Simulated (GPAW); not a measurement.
# SiC (Moissanite 3C) (F-43m) in GPAW: notebook, part 2 of 2

GPAW 26.7.0. Earlier steps stand in the parts before.

**3. Band structure, AM05**

File run.py:

```python
import spglib
from ase import Atoms
from ase.dft.bandgap import bandgap
from ase.io import read, write
from ase.units import GPa
from gpaw import GPAW, PW, setup_paths

setup_paths.insert(0, '.')

atoms = read('SiC.cif')
cell, positions, numbers = spglib.find_primitive(
    (atoms.cell[:], atoms.get_scaled_positions(), atoms.numbers), symprec=1e-4)
atoms = Atoms(numbers, cell=cell, scaled_positions=positions, pbc=True)

calc = GPAW(mode=PW(800),
            xc='AM05',
            kpts={'size': (10, 10, 10), 'gamma': True},
            occupations={'name': 'fermi-dirac', 'width': 0.05},
            nbands=11,
            convergence={'density': 1e-05, 'energy': 1e-05},
            maxiter=150,
            txt='gpaw.txt')
atoms.calc = calc
energy = atoms.get_potential_energy()
forces = atoms.get_forces()
stress = atoms.get_stress()
calc.write('gs.gpw')
write('result.traj', atoms)
print(f'Energy: {energy:.6f} eV')
print('Forces (eV/A):')
print(forces.round(4))
print('Stress (GPa):', (stress / GPa).round(3))
print('Fermi level:', round(calc.get_fermi_level(), 4), 'eV')
print(f'Gap: {bandgap(calc)[0]:.4f} eV, direct: {bandgap(calc, direct=True)[0]:.4f} eV')

path = atoms.cell.bandpath('GXWKGLUWLK,UX', npoints=80, eps=1e-4)
bs_calc = calc.fixed_density(kpts=path, symmetry='off', nbands=19,
                             convergence={'bands': 'CBM+6.0', 'eigenstates': 1e-6}, txt='bands.txt')
bs = bs_calc.band_structure()
bs.write('bs.json')
print(f'Gap on the path: {bandgap(bs_calc)[0]:.4f} eV')
```

File SiC.cif:

```cif
data_SiC
_cell_length_a 4.35800000
_cell_length_b 4.35800000
_cell_length_c 4.35800000
_cell_angle_alpha 90.00000000
_cell_angle_beta 90.00000000
_cell_angle_gamma 90.00000000
_space_group_name_H-M_alt 'F-43m'
_space_group_name_Hall 'F -4 2 3'
_space_group_IT_number 216
loop_
_space_group_symop_operation_xyz
'x,y,z'
'y,-x,-z'
'-x,-y,z'
'-y,x,-z'
'x,-y,-z'
'y,x,z'
'-x,y,-z'
'-y,-x,z'
'z,x,y'
'-z,y,-x'
'z,-x,-y'
'-z,-y,x'
'-z,x,-y'
'z,y,x'
'-z,-x,y'
'z,-y,-x'
'y,z,x'
'-x,-z,y'
'-y,z,-x'
'x,-z,-y'
'-y,-z,x'
'x,z,y'
'y,-z,-x'
'-x,z,-y'
'x,y+1/2,z+1/2'
'y,-x+1/2,-z+1/2'
'-x,-y+1/2,z+1/2'
'-y,x+1/2,-z+1/2'
'x,-y+1/2,-z+1/2'
'y,x+1/2,z+1/2'
'-x,y+1/2,-z+1/2'
'-y,-x+1/2,z+1/2'
'z,x+1/2,y+1/2'
'-z,y+1/2,-x+1/2'
'z,-x+1/2,-y+1/2'
'-z,-y+1/2,x+1/2'
'-z,x+1/2,-y+1/2'
'z,y+1/2,x+1/2'
'-z,-x+1/2,y+1/2'
'z,-y+1/2,-x+1/2'
'y,z+1/2,x+1/2'
'-x,-z+1/2,y+1/2'
'-y,z+1/2,-x+1/2'
'x,-z+1/2,-y+1/2'
'-y,-z+1/2,x+1/2'
'x,z+1/2,y+1/2'
'y,-z+1/2,-x+1/2'
'-x,z+1/2,-y+1/2'
'x+1/2,y,z+1/2'
'y+1/2,-x,-z+1/2'
'-x+1/2,-y,z+1/2'
'-y+1/2,x,-z+1/2'
'x+1/2,-y,-z+1/2'
'y+1/2,x,z+1/2'
'-x+1/2,y,-z+1/2'
'-y+1/2,-x,z+1/2'
'z+1/2,x,y+1/2'
'-z+1/2,y,-x+1/2'
'z+1/2,-x,-y+1/2'
'-z+1/2,-y,x+1/2'
'-z+1/2,x,-y+1/2'
'z+1/2,y,x+1/2'
'-z+1/2,-x,y+1/2'
'z+1/2,-y,-x+1/2'
'y+1/2,z,x+1/2'
'-x+1/2,-z,y+1/2'
'-y+1/2,z,-x+1/2'
'x+1/2,-z,-y+1/2'
'-y+1/2,-z,x+1/2'
'x+1/2,z,y+1/2'
'y+1/2,-z,-x+1/2'
'-x+1/2,z,-y+1/2'
'x+1/2,y+1/2,z'
'y+1/2,-x+1/2,-z'
'-x+1/2,-y+1/2,z'
'-y+1/2,x+1/2,-z'
'x+1/2,-y+1/2,-z'
'y+1/2,x+1/2,z'
'-x+1/2,y+1/2,-z'
'-y+1/2,-x+1/2,z'
'z+1/2,x+1/2,y'
'-z+1/2,y+1/2,-x'
'z+1/2,-x+1/2,-y'
'-z+1/2,-y+1/2,x'
'-z+1/2,x+1/2,-y'
'z+1/2,y+1/2,x'
'-z+1/2,-x+1/2,y'
'z+1/2,-y+1/2,-x'
'y+1/2,z+1/2,x'
'-x+1/2,-z+1/2,y'
'-y+1/2,z+1/2,-x'
'x+1/2,-z+1/2,-y'
'-y+1/2,-z+1/2,x'
'x+1/2,z+1/2,y'
'y+1/2,-z+1/2,-x'
'-x+1/2,z+1/2,-y'
loop_
_atom_site_label
_atom_site_type_symbol
_atom_site_symmetry_multiplicity
_atom_site_Wyckoff_symbol
_atom_site_fract_x
_atom_site_fract_y
_atom_site_fract_z
_atom_site_occupancy
Si1 Si 4 a 0.0000000000 0.0000000000 0.0000000000 1
C1 C 4 c 0.2500000000 0.2500000000 0.2500000000 1
```

Potentials or basis: PAW data sets generated in the run's folder for this functional, pw.

On the command line:

```bash
> gpaw-setup -f AM05 C Si
> OMP_NUM_THREADS=1 python run.py
```

Wall time 26 s (1 thread of Arm Neoverse V2, shared host); peak memory 0.2 GiB.

The run converged. Its results:

* Free energy: -15.4658 eV
* Pressure: 0.6 GPa
* Band gap on the k mesh: 1.24 eV, indirect (least direct gap 4.45 eV)
* Band gap along the path: 1.24 eV, indirect (least direct gap 4.45 eV)

Levels at the corners of the path, in eV from the valence-band top:
```tsv
point	band 1	band 2	band 3	band 4	band 5	band 6	band 7	band 8
Γ	-15.41	0.00	0.00	0.00	6.26	7.23	7.23	7.23
X	-10.34	-7.83	-3.22	-3.22	1.24	4.22	13.95	13.95
W	-10.10	-7.03	-5.06	-4.76	5.12	9.38	9.43	9.66
K	-10.34	-7.29	-5.62	-2.62	3.00	7.69	11.78	12.40
Γ	-15.41	0.00	0.00	0.00	6.26	7.23	7.23	7.23
L	-11.80	-8.60	-1.06	-1.06	5.41	7.12	7.12	9.96
U	-10.34	-7.29	-5.62	-2.62	3.00	7.69	11.78	12.40
W	-10.10	-7.03	-5.06	-4.76	5.12	9.38	9.43	9.66
L	-11.80	-8.60	-1.06	-1.06	5.41	7.12	7.12	9.96
K	-10.34	-7.29	-5.62	-2.62	3.00	7.69	11.78	12.40
U	-10.34	-7.29	-5.62	-2.62	3.00	7.69	11.78	12.40
X	-10.34	-7.83	-3.22	-3.22	1.24	4.22	13.95	13.95
```

**4. Band structure, PBE**

run.py, as its differences from that of step 3:

```diff
@@ -5,5 +5,3 @@
 from ase.units import GPa
-from gpaw import GPAW, PW, setup_paths
-
-setup_paths.insert(0, '.')
+from gpaw import GPAW, PW
 
@@ -15,3 +13,3 @@
 calc = GPAW(mode=PW(800),
-            xc='AM05',
+            xc='PBE',
             kpts={'size': (10, 10, 10), 'gamma': True},
@@ -35,3 +33,3 @@
 
-path = atoms.cell.bandpath('GXWKGLUWLK,UX', npoints=80, eps=1e-4)
+path = atoms.cell.bandpath('GXWKGLUWLK,UX', npoints=60, eps=1e-4)
 bs_calc = calc.fixed_density(kpts=path, symmetry='off', nbands=19,
```

SiC.cif is that of step 3.

Potentials or basis: GPAW PAW data sets (gpaw-data 1.2.1), pw.

On the command line:

```bash
> OMP_NUM_THREADS=1 python run.py
```

gpaw.txt:

```text
__  _  _
 | _ |_)|_||  |
 |__||  | ||/\| - 26.7.0

Input parameters:
  mode=PW(ecut=800.0),
  convergence={'density': 1e-05, 'energy': 1e-05},
  kpts=MonkhorstPack(size=(10, 10, 10), gamma=True),
  maxiter=150,
  nbands=11,
  occupations=Occupations(name='fermi-dirac', width=0.05),
  xc=XC(name='PBE')

Diagonalizing LCAO Hamiltonian
Converting LCAO to pw mode

           C
       Si

Atoms  # Å, Bohr magnetons
|   | symbol |        x |        y |        z |    initial magnetic moments |
|---|--------|----------|----------|----------|-----------------------------|
| 0 |     Si | 0.000000 | 0.000000 | 0.000000 | ( 0.0000,  0.0000,  0.0000) |
| 1 |      C | 1.089500 | 1.089500 | 1.089500 | ( 0.0000,  0.0000,  0.0000) |

Unit cell  # Å
| periodic |        x |        y |        z |  lengths |    angles |
|----------|----------|----------|----------|----------|-----------|
|      yes | 0.000000 | 2.179000 | 2.179000 | 3.081571 | 60.000000 |
|      yes | 2.179000 | 0.000000 | 2.179000 | 3.081571 | 60.000000 |
|      yes | 2.179000 | 2.179000 | 0.000000 | 3.081571 | 60.000000 |

Number of symmetries: 24
Symmetry operations  # r_c * U_cc + t_c -> r_c
|    | kind |            matrix            |
|----|------|------------------------------|
|  0 |  E   |  1, 0, 0,  0, 1, 0,  0, 0, 1 |
|  1 |  σ   |  1, 0, 0,  0, 0, 1,  0, 1, 0 |
|  2 |  σ   |  1, 0,-1,  0, 1,-1,  0, 0,-1 |
|  3 |  C3  |  1, 0,-1,  0, 0,-1,  0, 1,-1 |
|  4 |  C3  |  1,-1, 0,  0,-1, 1,  0,-1, 0 |
|  5 |  σ   |  1,-1, 0,  0,-1, 0,  0,-1, 1 |
|  6 |  σ   |  0, 1, 0,  1, 0, 0,  0, 0, 1 |
|  7 |  C3  |  0, 1, 0,  0, 0, 1,  1, 0, 0 |
|  8 |  C2  |  0, 1,-1,  1, 0,-1,  0, 0,-1 |
|  9 |  S4  |  0, 1,-1,  0, 0,-1,  1, 0,-1 |
| 10 |  C3  |  0, 0, 1,  1, 0, 0,  0, 1, 0 |
| 11 |  σ   |  0, 0, 1,  0, 1, 0,  1, 0, 0 |
| 12 |  S4  |  0, 0,-1,  1, 0,-1,  0, 1,-1 |
| 13 |  C3  |  0, 0,-1,  0, 1,-1,  1, 0,-1 |
| 14 |  S4  |  0,-1, 1,  1,-1, 0,  0,-1, 0 |
| 15 |  C2  |  0,-1, 1,  0,-1, 0,  1,-1, 0 |
| 16 |  C3  |  0,-1, 0,  1,-1, 0,  0,-1, 1 |
| 17 |  S4  |  0,-1, 0,  0,-1, 1,  1,-1, 0 |
| 18 |  S4  | -1, 1, 0, -1, 0, 1, -1, 0, 0 |
| 19 |  C3  | -1, 1, 0, -1, 0, 0, -1, 0, 1 |
| 20 |  C3  | -1, 0, 1, -1, 1, 0, -1, 0, 0 |
| 21 |  S4  | -1, 0, 1, -1, 0, 0, -1, 1, 0 |
| 22 |  σ   | -1, 0, 0, -1, 1, 0, -1, 0, 1 |
| 23 |  C2  | -1, 0, 0, -1, 0, 1, -1, 1, 0 |

BZ-sampling:
  Number of BZ points: 1000
  Number of IBZ points: 47

  Monkhorst-Pack size: [10, 10, 10]
  Monkhorst-Pack shift: [0.05, 0.05, 0.05]

K-points  # in reciprocal-cell coordinates
|     |                                coordinates |     weight |
|-----|--------------------------------------------|------------|
|   0 | (  0.00000000,   0.00000000,   0.00000000) | 0.00100000 |
|   1 | (  0.10000000,   0.10000000,   0.00000000) | 0.00600000 |
[... 80 lines left out ...]

    Using partial waves for C as LCAO basis

Reference energy: -8913.972366  # eV

eigensolver:
  PPCG
  Converge bands: occupied
  niter=2

density mixing:
  MSR1-Mixer
  Pratt-step length: 0.05
  Maximum mixing coefficient: 0.75
  Old densities: 10
  SVD Regularization: 0.005
  Good broyden scale: 1.0
  Trust region scale: 1.0
  Backstep threshold: 4.0
  History deletion threshold: 6.0
  Fourier metric: weight=20.0, sigma=0.015

occupation numbers:
  Fermi-Dirac:
    width: 0.0500  # eV

poisson solver:
  ecut: 6400.0  # eV

xc functional:
  name: PBE with 2 nearest neighbor stencil

convergence criteria:
- Maximum integral of absolute [dens]ity change: 1e-05 electrons / valence electron
- Maximum [total energy] change in last 3 cyles: 1e-05 eV / valence electron
- Maximum integral of absolute [eigenst]ate change: 4e-08 eV^2 / valence electron
maximum number of iterations: 150

SCF iterations
|iter     | |      energy | eigst |  dens |
|---------|-|-------------|-------|-------|
|iter:   1| |  -16.600394 | -0.14 |       |
|iter:   2| |  -16.224165 | -2.40 | -0.56 |
|iter:   3| |  -14.971369 | -0.86 | -0.61 |
|iter:   4| |  -14.976868 | -2.91 | -1.32 |
|iter:   5| |  -14.980123 | -3.44 | -1.68 |
|iter:   6| |  -14.980190 | -5.39 | -2.69 |
|iter:   7| |  -14.980196c| -6.57 | -3.26 |
|iter:   8| |  -14.980196c| -8.21c| -4.13 |
|iter:   9| |  -14.980196c| -8.47c| -5.07c|

Converged in 9 steps
Energy contributions relative to reference atoms: (reference = -8913.972366)

Energy contributions:
  Kinetic:          16.218555
  Coulomb:         -13.664417
  Zero:             -0.014558
  External:          0.000000
  Xc:              -17.519776
  Entropy:          -0.000000
  Spinorbit:         0.000000
  ----------------------------
  Free energy:     -14.980196
  Extrapolated:    -14.980196

dipole moment: (-10.753553, -10.753553, -10.753553)  # |e|*Ang

Fermi level: 8.943
Eigenvalues  # (at kpt = [0.000, 0.000, 0.000])
| band index |      eig [eV] | occ [0-2] |
|------------|---------------|-----------|
|          0 |        -7.165 |     2.000 |
|          1 |         8.249 |     2.000 |
|          2 |         8.249 |     2.000 |
|          3 |         8.249 |     2.000 |
|          4 |        14.507 |     0.000 |
|          5 |        15.550 |     0.000 |
|          6 |        15.550 |     0.000 |
|          7 |        15.550 |     0.000 |
|          8 |        22.761 |     0.000 |
|          9 |        22.761 |     0.000 |
|         10 |        24.741 |     0.000 |

Gap: 1.349 eV
Transition (v -> c):
  (s=0, k=0, n=3, [0.00, 0.00, 0.00]) -> (s=0, k=41, n=4, [0.50, 0.50, 0.00])
Direct/indirect transitions are different
Direct gap: 4.542 eV
Transition at: (s=0, k=41, n=3, [0.50, 0.50, 0.00])

Forces  # eV/Ang
|        x |       y |        z |
|----------|---------|----------|
|  0.00000 | 0.00000 |  0.00000 |  # Si   0
| -0.00000 | 0.00000 | -0.00000 |  # C    1

Stress tensor  # eV/Ang^3
|         x |         y |         z |
|-----------|-----------|-----------|
| -0.028154 | -0.000000 | -0.000000 |
| -0.000000 | -0.028154 |  0.000000 |
| -0.000000 |  0.000000 | -0.028154 |

# Writing to gs.gpw (mode='')
```

It took 21 s on 1 thread of Arm Neoverse V2, shared host; peak memory 0.19 GiB.

Results:

```
Free energy             : -14.9802 eV
Pressure                : 4.5 GPa
Band gap on the k mesh  : 1.35 eV, indirect (least direct gap 4.54 eV)
Band gap along the path : 1.35 eV, indirect (least direct gap 4.54 eV)
```

Levels at the corners of the path, in eV from the valence-band top:
```
point  band 2  band 3  band 4  band 5  band 6  band 7
    Γ    0.00    0.00    0.00    6.26    7.30    7.30
    X   -7.80   -3.19   -3.19    1.35    4.31   14.03
    W   -7.02   -5.00   -4.70    5.21    9.44    9.46
    K   -7.28   -5.55   -2.60    3.10    7.77   11.85
    Γ    0.00    0.00    0.00    6.26    7.30    7.30
    L   -8.55   -1.05   -1.05    5.43    7.22    7.22
    U   -7.28   -5.55   -2.60    3.10    7.77   11.85
    W   -7.02   -5.00   -4.70    5.21    9.44    9.46
    L   -8.55   -1.05   -1.05    5.43    7.22    7.22
    K   -7.28   -5.55   -2.60    3.10    7.77   11.85
    U   -7.28   -5.55   -2.60    3.10    7.77   11.85
    X   -7.80   -3.19   -3.19    1.35    4.31   14.03
```

**5. Band structure, TASK**

run.py, as its differences from that of step 4:

```diff
@@ -13,3 +13,3 @@
 calc = GPAW(mode=PW(800),
-            xc='PBE',
+            xc='MGGA_X_TASK+LDA_C_PW',
             kpts={'size': (10, 10, 10), 'gamma': True},
```

SiC.cif is that of step 4.

On the command line:

```bash
> OMP_NUM_THREADS=1 python run.py
```

Run time: 66 s. Hardware: 1 thread of Arm Neoverse V2, shared host; peak memory 0.24 GiB.

Results (log left out):

```yaml
Free_energy: -16.8169 eV
Pressure: 8.3 GPa
Band_gap_on_the_k_mesh: 2.00 eV, indirect (least direct gap 5.56 eV)
Band_gap_along_the_path: 2.00 eV, indirect (least direct gap 5.56 eV)
```

Levels at the corners of the path, in eV from the valence-band top:
| point | band 1 | band 2 | band 3 | band 4 | band 5 | band 6 |
| --- | --- | --- | --- | --- | --- | --- |
| Γ | -17.12 | 0.00 | 0.00 | 0.00 | 7.61 | 8.49 |
| X | -11.86 | -8.32 | -3.55 | -3.55 | 2.00 | 5.50 |
| W | -11.63 | -7.40 | -5.51 | -5.09 | 6.27 | 10.96 |
| K | -11.85 | -7.72 | -6.07 | -2.89 | 3.98 | 9.24 |
| Γ | -17.12 | 0.00 | 0.00 | 0.00 | 7.61 | 8.49 |
| L | -13.33 | -9.26 | -1.17 | -1.17 | 6.78 | 8.32 |
| U | -11.85 | -7.72 | -6.07 | -2.89 | 3.98 | 9.24 |
| W | -11.63 | -7.40 | -5.51 | -5.09 | 6.27 | 10.96 |
| L | -13.33 | -9.26 | -1.17 | -1.17 | 6.78 | 8.32 |
| K | -11.85 | -7.72 | -6.07 | -2.89 | 3.98 | 9.24 |
| U | -11.85 | -7.72 | -6.07 | -2.89 | 3.98 | 9.24 |
| X | -11.86 | -8.32 | -3.55 | -3.55 | 2.00 | 5.50 |

Caveat: the PAW data sets were made with another functional, which shifts forces and pressure a little.

**6. Overview**

```csv
task,level,potentials or basis,cell,k mesh,cutoff (eV),convergence,supercell,supercell k mesh,displacement,relaxed first,gap on the mesh (eV),pressure (GPa)
gruneisen,rSCAN+D3(BJ),"GPAW PAW data sets (gpaw-data 1.2.1), pw",relaxed,7 × 7 × 7,680,density=1e-06 eigenstates=1e-09,1 × 1 × 1,7 × 7 × 7,0.01,cell,1.99,0.0
band structure,AM05,"PAW data sets generated in the run's folder for this functional, pw",as given,10 × 10 × 10,800,-,-,-,-,-,1.24,0.6
band structure,PBE,"GPAW PAW data sets (gpaw-data 1.2.1), pw",as given,10 × 10 × 10,800,-,-,-,-,-,1.35,4.5
band structure,TASK,"GPAW PAW data sets (gpaw-data 1.2.1), pw",as given,10 × 10 × 10,800,-,-,-,-,-,2.00,8.3
```

Alike in all rows: no spin polarisation; smearing fermi-dirac 0.05 eV.

Caveats: the PAW data sets were made with another functional, which shifts forces and pressure a little (some runs); the cutoff is short for stress and forces, so pressures can be off by a GPa or more (some runs); the density grid can change from cell to cell, which puts small steps into energies and stress (some runs); the LO-TO splitting is left out (some runs); an odd mesh through Γ misses points on the zone boundary, where band edges often lie (some runs).

Absolute energies hang on the potentials; compare differences alone.

**7. Comparison with measurements**

Step 2. The gap isn't set beside the deposited one, since this odd mesh misses points on the zone boundary.

Step 3. Measured gap of SiC: 2.4 eV (indirect; quoted in “Insight into the structural, elastic and electronic properties of a new orthorhombic 6O-SiC polytype”, 2020, pmc:7200658). This calculation gives 1.24 eV (-1.16 eV). The value is that of AM05, without temperature or zero-point motion. Semilocal functionals fall short of measured gaps as a rule.

Step 4. Against the measured gap of SiC, 2.4 eV (indirect; quoted in “Insight into the structural, elastic and electronic properties of a new orthorhombic 6O-SiC polytype”, 2020, pmc:7200658), the calculated 1.35 eV is off by -1.05 eV. The value is that of PBE, without temperature or zero-point motion. Semilocal functionals fall short of measured gaps as a rule.

Step 5. Against the measured gap of SiC, 2.4 eV (indirect; quoted in “Insight into the structural, elastic and electronic properties of a new orthorhombic 6O-SiC polytype”, 2020, pmc:7200658), the calculated 2.00 eV is off by -0.40 eV. The value is that of TASK, without temperature or zero-point motion.
